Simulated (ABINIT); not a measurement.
# MgO (Fm-3m) in ABINIT: a series of runs

The runs below take MgO through single point, with PBEsol, LDA, PBE.

Program: ABINIT 10.8.3 (patched build). These are calculated values, not measurements. Logs are shortened: lines on timing, memory, paths and dates and some standing lists are left out, and cuts for length are marked. The log counts tension as positive stress, the text compression.

**What was measured.**

From “Electronic structure of alkaline earth and post-transition metal oxides”, 2009, arxiv:0908.1581, for a bulk crystal of MgO: band gap 7.83 eV.

How close the calculation comes is told below.

### Step 1. Starting point

It takes space group Fm-3m (No. 225, cubic). Conventional cell: a = 4.194 Å, b = 4.194 Å, c = 4.194 Å, α = 90.00°, β = 90.00°, γ = 90.00°. Mg (site symmetry m-3m) is surrounded by 6 O at 2.10 Å. O (site symmetry m-3m) is surrounded by 6 Mg at 2.10 Å.

The cell is a database's computed one.

### Step 2. Single point, PBEsol

File run.abi:

```
pp_dirpath "./"
pseudos "Mg.upf, O.upf"

acell 5.6041865537 5.6041865537 5.6041865537
rprim
     0.0000000000     0.7071067812     0.7071067812
     0.7071067812     0.0000000000     0.7071067812
     0.7071067812     0.7071067812     0.0000000000
ntypat 2
znucl 12 8
natom 2
typat 1 2
xred
     0.0000000000     0.0000000000     0.0000000000
     0.5000000000     0.5000000000     0.5000000000

ecut 1034.032677 eV

kptopt 1
ngkpt 8 8 8
nshiftk 1
shiftk 0.0 0.0 0.0

ixc -116133

nband 12
occopt 3
tsmear 0.00183747

nstep 100
tolvrs 1.0e-10

iomode 3
prtwf 0
prteig 0
prtebands 0
enunit 2
prtden 1
prtvha 1
prtvclmb 1
prtpot 1
prtelf 1
```

Potentials or basis: PseudoDojo NC SR PBEsol v0.4.1 standard.

Run with:

```console
abinit run.abi > log 2>&1
```

run.abo:

```text
.Version 10.8.3 of ABINIT
 Symmetries : space group Fm -3 m (#225); Bravais cF (face-center cubic)
================================================================================
 Values of the parameters that define the memory need of the present run
     intxc =       0    ionmov =       0      iscf =       7    lmnmax =       5
     lnmax =       5     mgfft =      32  mpssoang =       3    mqgrid =    3001
     natom =       2  nloc_mem =       1    nspden =       1   nspinor =       1
    nsppol =       1      nsym =      48    n1xccc =    2501    ntypat =       2
    occopt =       3   xclevel =       2
       mpw =        1410          nfft =       32768          nkpt =          29
================================================================================
================================================================================

--------------------------------------------------------------------------------
------------- Echo of variables that govern the present computation ------------
--------------------------------------------------------------------------------
 -outvars: echo values of preprocessed input variables --------
            acell      5.6041865537E+00  5.6041865537E+00  5.6041865537E+00 Bohr
              amu      2.43050000E+01  1.59994000E+01
             ecut      3.80000000E+01 Hartree
           enunit           2
              ixc     -116133
         kptrlatt        8    0    0      0    8    0      0    0    8
          kptrlen      4.48334924E+01
            natom           2
            nband          12
            ngfft          32      32      32
             nkpt          29
            nstep         100
             nsym          48
           ntypat           2
           occopt           3
        prtebands           0
           prteig           0
           prtelf           1
           prtpot           1
         prtvclmb           1
           prtvha           1
            prtwf           0
            rprim      0.0000000000E+00  7.0710678120E-01  7.0710678120E-01
                       7.0710678120E-01  0.0000000000E+00  7.0710678120E-01
                       7.0710678120E-01  7.0710678120E-01  0.0000000000E+00
          spgroup         225
           tolvrs      1.00000000E-10
           tsmear      1.83747000E-03 Hartree
            typat      1  2
           xangst      0.0000000000E+00  0.0000000000E+00  0.0000000000E+00
                       2.0970013913E+00  2.0970013913E+00  2.0970013913E+00
            xcart      0.0000000000E+00  0.0000000000E+00  0.0000000000E+00
                       3.9627583152E+00  3.9627583152E+00  3.9627583152E+00
             xred      0.0000000000E+00  0.0000000000E+00  0.0000000000E+00
                       5.0000000000E-01  5.0000000000E-01  5.0000000000E-01
            znucl       12.00000    8.00000

================================================================================

 chkinp: Checking input parameters for consistency.

================================================================================
== DATASET  1 ==================================================================

--- !DatasetInfo
iteration_state: {dtset: 1, }
dimensions: {natom: 2, nkpt: 29, mband: 12, nsppol: 1, nspinor: 1, nspden: 1, mpw: 1410, }
cutoff_energies: {ecut:  38.0, pawecutdg:  -1.0, }
electrons: {nelect:   1.60000000E+01, charge:   0.00000000E+00, occopt:   3.00000000E+00, tsmear:   1.83747000E-03, }
meta: {optdriver: 0, ionmov: 0, optcell: 0, iscf: 7, paral_kgb: 0, }
...

 Real(R)+Recip(G) space primitive vectors, cartesian coordinates (Bohr,Bohr^-1):
 R(1)=  0.0000000  3.9627583  3.9627583  G(1)= -0.1261747  0.1261747  0.1261747
 R(2)=  3.9627583  0.0000000  3.9627583  G(2)=  0.1261747 -0.1261747  0.1261747
 R(3)=  3.9627583  3.9627583  0.0000000  G(3)=  0.1261747  0.1261747 -0.1261747
 Unit cell volume ucvol=  1.2445798E+02 bohr^3
 Angles (23,13,12)=  6.00000000E+01  6.00000000E+01  6.00000000E+01 degrees

 getcut: wavevector=  0.0000  0.0000  0.0000  ngfft=  32  32  32
         ecut(hartree)=     38.000   => boxcut(ratio)=   2.05769

--- Pseudopotential description ------------------------------------------------
- pspini: atom type   1  psp file is ./Mg.upf
12 -116133 1 -1 1510                          pspcod,pspxc,lmax,lloc,mmax
     nproj     2     2     0

- pspini: atom type   2  psp file is ./O.upf
12 -116133 2 -1 936                           pspcod,pspxc,lmax,lloc,mmax
     nproj     2     2     1

   2.46581907E+02                                ecore*ucvol(ha*bohr**3)
--------------------------------------------------------------------------------

================================================================================

--- !BeginCycle
iteration_state: {dtset: 1, }
solver: {iscf: 7, nstep: 100, nline: 4, wfoptalg: 0, }
tolerances: {tolvrs: 1.00E-10, }
...

     iter   Etot(hartree)      deltaE(h)  residm     vres2
 ETOT  1  -75.803772179818    -7.580E+01 9.757E-02 3.434E+02
 ETOT  2  -75.813968249979    -1.020E-02 9.045E-04 3.202E+02
 ETOT  3  -75.910880780562    -9.691E-02 3.541E-03 3.172E+00
 ETOT  4  -75.911750839063    -8.701E-04 8.505E-04 3.222E-03
 ETOT  5  -75.911751617202    -7.781E-07 2.473E-04 2.888E-04
 ETOT  6  -75.911751702865    -8.566E-08 1.311E-03 3.601E-05
 ETOT  7  -75.911751710398    -7.533E-09 6.787E-05 7.689E-07
 ETOT  8  -75.911751710569    -1.713E-10 4.055E-04 4.853E-09
 ETOT  9  -75.911751710567     1.506E-12 1.433E-05 2.074E-10
 ETOT 10  -75.911751710570    -3.070E-12 8.230E-05 7.225E-14

 At SCF step   10       vres2   =  7.22E-14 < tolvrs=  1.00E-10 =>converged.

 Compute ELF
--------------------------------------------------------------------------------

 Compute kinetic energy density

 Compute gradient of the electron density
 Electron Localization Function (ELF) [min:0;max:1]
)     Maximum=    8.7734E-01  at reduced coord.    0.9375    0.9375    0.9688
)     Minimum=    7.7324E-04  at reduced coord.    0.5000    0.5000    0.5000
   Integrated=    4.1517E+01

--------------------------------------------------------------------------------
 End of ELF section

 Cartesian components of stress tensor (hartree/bohr^3)
  sigma(1 1)= -3.19594501E-05  sigma(3 2)=  0.00000000E+00
  sigma(2 2)= -3.19594501E-05  sigma(3 1)=  0.00000000E+00
  sigma(3 3)= -3.19594501E-05  sigma(2 1)=  0.00000000E+00

--- !ResultsGS
iteration_state: {dtset: 1, }
comment   : Summary of ground state results
lattice_vectors:
- [  0.0000000,   3.9627583,   3.9627583, ]
- [  3.9627583,   0.0000000,   3.9627583, ]
- [  3.9627583,   3.9627583,   0.0000000, ]
lattice_lengths: [   5.60419,    5.60419,    5.60419, ]
lattice_angles: [ 60.000,  60.000,  60.000, ] # degrees, (23, 13, 12)
lattice_volume:   1.2445798E+02
convergence: {deltae: -3.070E-12, res2:  7.225E-14, residm:  8.230E-05, diffor: null, }
etotal    :  -7.59117517E+01
entropy   :   0.00000000E+00
fermie    :   2.81245685E-01
cartesian_stress_tensor: # hartree/bohr^3
- [ -3.19594501E-05,   0.00000000E+00,   0.00000000E+00, ]
- [  0.00000000E+00,  -3.19594501E-05,   0.00000000E+00, ]
- [  0.00000000E+00,   0.00000000E+00,  -3.19594501E-05, ]
pressure_GPa:   9.4028E-01
xred      :
- [  0.0000E+00,   0.0000E+00,   0.0000E+00, Mg]
- [  5.0000E-01,   5.0000E-01,   5.0000E-01,  O]
cartesian_forces: # hartree/bohr
- [ -0.00000000E+00,  -0.00000000E+00,  -0.00000000E+00, ]
- [ -0.00000000E+00,  -0.00000000E+00,  -0.00000000E+00, ]
force_length_stats: {min:   0.00000000E+00, max:   0.00000000E+00, mean:   0.00000000E+00, }
...

 Integrated electronic density in atomic spheres:
 ------------------------------------------------
 Atom  Sphere_radius  Integrated_density
    1        2.00000          8.41058677
    2        2.00000          6.29623274
================================================================================

 ----iterations are completed or convergence reached----

 Mean square residual over all n,k,spin=   25.879E-08; max=  82.302E-06
 reduced coordinates (array xred) for    2 atoms
       0.000000000000      0.000000000000      0.000000000000
       0.500000000000      0.500000000000      0.500000000000
 rms dE/dt=  0.0000E+00; max dE/dt=  0.0000E+00; dE/dt below (all hartree)
    1       0.000000000000      0.000000000000      0.000000000000
    2       0.000000000000      0.000000000000      0.000000000000

 cartesian coordinates (angstrom) at end:
    1      0.00000000000000     0.00000000000000     0.00000000000000
    2      2.09700139131405     2.09700139131405     2.09700139131405

 cartesian forces (hartree/bohr) at end:
    1     -0.00000000000000    -0.00000000000000    -0.00000000000000
    2     -0.00000000000000    -0.00000000000000    -0.00000000000000
 frms,max,avg= 0.0000000E+00 0.0000000E+00   0.000E+00  0.000E+00  0.000E+00 h/b

 cartesian forces (eV/Angstrom) at end:
    1     -0.00000000000000    -0.00000000000000    -0.00000000000000
    2     -0.00000000000000    -0.00000000000000    -0.00000000000000
 frms,max,avg= 0.0000000E+00 0.0000000E+00   0.000E+00  0.000E+00  0.000E+00 e/A
 length scales=  5.604186553700  5.604186553700  5.604186553700 bohr
              =  2.965607807855  2.965607807855  2.965607807855 angstroms
 Fermi (or HOMO) energy (hartree) =   0.28125   Average Vxc (hartree)=  -0.42978
 Eigenvalues (hartree) for nkpt=  29  k points:
 kpt#   1, nband= 12, wtk=  0.00195, kpt=  0.0000  0.0000  0.0000 (reduced coord)
  -2.46843   -1.25351   -1.25351   -1.25351   -0.45845    0.17368    0.17368    0.17368
   0.34973    0.75657    0.75657    0.75657
      occupation numbers for kpt#   1
   2.00000    2.00000    2.00000    2.00000    2.00000    2.00000    2.00000    2.00000
   0.00000    0.00000    0.00000    0.00000
 prteigrs : prtvol=0 or 1, do not print more k-points.

 Fermi (or HOMO) energy (eV) =   7.65308   Average Vxc (eV)= -11.69489
 Eigenvalues (   eV  ) for nkpt=  29  k points:
 kpt#   1, nband= 12, wtk=  0.00195, kpt=  0.0000  0.0000  0.0000 (reduced coord)
 -67.16931  -34.10973  -34.10973  -34.10973  -12.47518    4.72594    4.72594    4.72594
   9.51658   20.58726   20.58726   20.58726
 prteigrs : prtvol=0 or 1, do not print more k-points.

--- !EnergyTerms
iteration_state     : {dtset: 1, }
comment             : Components of total free energy in Hartree
kinetic             :  4.52256301673432E+01
hartree             :  2.05715932891471E+01
xc                  : -1.20508135730666E+01
Ewald energy        : -4.75873828440363E+01
psp_core            :  1.98124623140349E+00
local_psp           : -6.32531782605809E+01
non_local_psp       : -2.07988467207803E+01
internal            : -7.59117517105703E+01
'-kT*entropy'       :  1.25327346604707E-15
total_energy        : -7.59117517105703E+01
total_energy_eV     : -2.06566399640534E+03
band_energy         : -1.26878452384772E+01
...

 Cartesian components of stress tensor (hartree/bohr^3)
  sigma(1 1)= -3.19594501E-05  sigma(3 2)=  0.00000000E+00
  sigma(2 2)= -3.19594501E-05  sigma(3 1)=  0.00000000E+00
  sigma(3 3)= -3.19594501E-05  sigma(2 1)=  0.00000000E+00

-Cartesian components of stress tensor (GPa)         [Pressure=  9.4028E-01 GPa]
- sigma(1 1)= -9.40279484E-01  sigma(3 2)=  0.00000000E+00
- sigma(2 2)= -9.40279484E-01  sigma(3 1)=  0.00000000E+00
- sigma(3 3)= -9.40279484E-01  sigma(2 1)=  0.00000000E+00

== END DATASET(S) ==============================================================
================================================================================

 -outvars: echo values of variables after computation  --------
            acell      5.6041865537E+00  5.6041865537E+00  5.6041865537E+00 Bohr
           etotal     -7.5911751711E+01
            fcart     -0.0000000000E+00 -0.0000000000E+00 -0.0000000000E+00
                      -0.0000000000E+00 -0.0000000000E+00 -0.0000000000E+00
            rprim      0.0000000000E+00  7.0710678120E-01  7.0710678120E-01
                       7.0710678120E-01  0.0000000000E+00  7.0710678120E-01
                       7.0710678120E-01  7.0710678120E-01  0.0000000000E+00
           strten     -3.1959450074E-05 -3.1959450074E-05 -3.1959450074E-05
                       0.0000000000E+00  0.0000000000E+00  0.0000000000E+00
           xangst      0.0000000000E+00  0.0000000000E+00  0.0000000000E+00
                       2.0970013913E+00  2.0970013913E+00  2.0970013913E+00
             xred      0.0000000000E+00  0.0000000000E+00  0.0000000000E+00
                       5.0000000000E-01  5.0000000000E-01  5.0000000000E-01
 Calculation completed.
```

Run time: 14 s. Hardware: 1 thread of Arm Neoverse V1, shared host; peak memory 0.06 GiB.

What came out:

```
Free energy                                           : -2065.6640 eV
Pressure                                              : 0.9 GPa
Band gap on the k mesh                                : 4.79 eV, direct
Valence electrons inside the program's atomic spheres : Mg 8.41; O 6.30
```

Levels at points of the mesh, in eV from the valence-band top:
```tsv
k point	band 5	band 6	band 7	band 8	band 9	band 10	band 11	band 12
(0.00, 0.00, 0.00)	-17.20	0.00	0.00	0.00	4.79	15.86	15.86	15.86
(0.50, 0.00, 0.00)	-15.82	-4.71	-0.66	-0.66	7.86	12.65	16.34	16.34
(0.50, 0.50, 0.00)	-15.59	-4.15	-1.37	-1.37	9.04	10.04	13.10	19.04
```

### Step 3. Single point, LDA (cell squeezed)

File run.abi:

```
# Pseudopotentials
pp_dirpath "./"
pseudos "Mg.upf, O.upf"

# Structure
acell 5.4505692222 5.4505692222 5.4505692222
rprim
     0.0000000000     0.7071067812     0.7071067812
     0.7071067812     0.0000000000     0.7071067812
     0.7071067812     0.7071067812     0.0000000000
ntypat 2
znucl 12 8
natom 2
typat 1 2
xred
     0.0000000000     0.0000000000     0.0000000000
     0.5000000000     0.5000000000     0.5000000000
chkprim 0
chksymtnons 0
tolsym 1.0e-6

# Plane-wave basis
ecut 40.0

# k points
kptopt 1
ngkpt 8 8 8
nshiftk 1
shiftk 0.0 0.0 0.0

# Exchange and correlation
ixc 7

# Bands and occupations
nband 12
occopt 3
tsmear 0.00183747

# SCF cycle
nstep 100
tolvrs 1.0e-10

# Output
iomode 3
prtwf 0
prtden 0
prteig 0
prtebands 0
```

Potentials or basis: PseudoDojo NC SR LDA v0.4.1 standard.

Run with:

```console
abinit run.abi > log 2>&1
```

Wall time 9.6 s (1 thread of Arm Neoverse V2, shared host); peak memory 0.06 GiB.

It converged, with:

```
Free energy                                           : -2065.7882 eV
Pressure                                              : 11.1 GPa
Band gap on the k mesh                                : 5.69 eV, direct
Valence electrons inside the program's atomic spheres : Mg 8.50; O 6.37
```

Levels at points of the mesh, in eV from the valence-band top:
```
           k point  band 6  band 7  band 8  band 9  band 10  band 11
(0.00, 0.00, 0.00)    0.00    0.00    0.00    5.69    16.24    16.24
(0.50, 0.00, 0.00)   -5.11   -0.76   -0.76    8.40    13.51    17.04
(0.50, 0.50, 0.00)   -4.51   -1.49   -1.49    9.10    10.81    13.93
```

### Step 4. Single point, PBE

run.abi, as its differences from that of step 3:

```diff
@@ -5,3 +5,3 @@
 # Structure
-acell 5.4505692222 5.4505692222 5.4505692222
+acell 2.9656078099 2.9656078099 2.9656078099 Angstrom
 rprim
@@ -14,11 +14,8 @@
 typat 1 2
-xred
+xcart
      0.0000000000     0.0000000000     0.0000000000
-     0.5000000000     0.5000000000     0.5000000000
-chkprim 0
-chksymtnons 0
-tolsym 1.0e-6
+     2.0970013927     2.0970013927     2.0970013927 Angstrom
 
 # Plane-wave basis
-ecut 40.0
+ecut 1034.032677 eV
 
@@ -31,3 +28,3 @@
 # Exchange and correlation
-ixc 7
+ixc 11
 
@@ -48 +45,2 @@
 prtebands 0
+enunit 2
```

Potentials or basis: PseudoDojo NC SR PBE v0.5 standard.

Run with:

```console
abinit run.abi > log 2>&1
```

It took 11 s on 1 thread of Arm Neoverse V2, shared host; peak memory 0.06 GiB.

The run converged. Its results:

- Free energy: -2069.4381 eV
- Pressure: 5.5 GPa
- Band gap on the k mesh: 4.89 eV, direct
- Valence electrons inside the program's atomic spheres: Mg 8.41; O 6.32

Levels at points of the mesh, in eV from the valence-band top:
```csv
k point,band 4,band 5,band 6,band 7,band 8,band 9,band 10,band 11,band 12
"(0.00, 0.00, 0.00)",-39.07,-17.25,0.00,0.00,0.00,4.89,16.04,16.04,16.04
"(0.50, 0.00, 0.00)",-39.08,-15.90,-4.64,-0.65,-0.65,8.02,12.76,16.49,16.49
"(0.50, 0.50, 0.00)",-39.10,-15.67,-4.09,-1.35,-1.35,9.24,10.15,13.23,19.19
```

### Step 5. Summary

| level | potentials or basis | cell | cutoff (eV) | gap on the mesh (eV) | pressure (GPa) |
| --- | --- | --- | --- | --- | --- |
| PBEsol | PseudoDojo NC SR PBEsol v0.4.1 standard | as given | 1034 | 4.79 | 0.9 |
| LDA | PseudoDojo NC SR LDA v0.4.1 standard | cell squeezed | 1088 | 5.69 | 11.1 |
| PBE | PseudoDojo NC SR PBE v0.5 standard | as given | 1034 | 4.89 | 5.5 |

Alike in all rows: task single point; no spin polarisation; k mesh 8 × 8 × 8; smearing fermi-dirac 0.05 eV.

Total energies depend on the potentials used, so only differences within one code and one set of settings carry meaning.

### Step 6. How close it comes

Step 2. A measured gap of MgO is 7.83 eV (quoted in “Electronic structure of alkaline earth and post-transition metal oxides”, 2009, arxiv:0908.1581); the calculated 4.79 eV misses it by -3.04 eV. The value is that of PBEsol, without temperature or zero-point motion. Semilocal functionals fall short of measured gaps as a rule. The cell is a database's relaxed one, not the measured one, which moves gaps too.

Step 4. Measured gap of MgO: 7.83 eV (quoted in “Electronic structure of alkaline earth and post-transition metal oxides”, 2009, arxiv:0908.1581). This calculation gives 4.89 eV (-2.94 eV). The value is that of PBE, without temperature or zero-point motion. Semilocal functionals fall short of measured gaps as a rule. The cell is a database's relaxed one, not the measured one, which moves gaps too.
